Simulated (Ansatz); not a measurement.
Be:

```xyz
2
Lattice="2.2853 0.0000 0.0000 -1.1426 1.9791 0.0000 0.0000 0.0000 3.5842" Properties=species:S:1:pos:R:3 pbc="T T T"
Be    1.1427    0.6597    2.6882
Be    0.0000    1.3194    0.8961
```

- Program: Ansatz 0.2.0
- Task: single point
- Functional: PBEsol
- Potentials or basis: all-electron LAPW, scalar-relativistic
- Cutoff: 140 eV (chosen from the basis error)
- Basis error allowed: 0.001 eV/atom
- k mesh: 13 × 13 × 8
- Occupations: fermi-dirac, width 0.05 eV
- Spin: no spin polarisation

On this cell: pressure -3.9 GPa; largest force under 0.003 eV/Å; band gap on the k mesh none (metal or under the smearing width).

The same run follows on a disturbed copy (atoms moved at random, drawn with an rms of 0.05 Å):

```
CELL_PARAMETERS angstrom
2.28530 0.00000 0.00000
-1.14265 1.97913 0.00000
0.00000 0.00000 3.58420
ATOMIC_POSITIONS crystal
Be 0.68824 0.33844 0.75018
Be 0.31739 0.65676 0.25854
```

Task: What changes?

Result: The energy (extrapolated to zero smearing) moves by +6.7 meV/atom; pressure -3.7 GPa; largest force 0.361 eV/Å; band gap on the k mesh none (metal or under the smearing width).

Forces on the atoms (eV/Å):
```
Be  -0.256 -0.118  0.226
Be   0.256  0.118 -0.226
```

Stress tensor (GPa, compression positive):
```
-2.97  1.42 -0.28
 1.42 -4.22 -0.13
-0.28 -0.13 -4.02
```
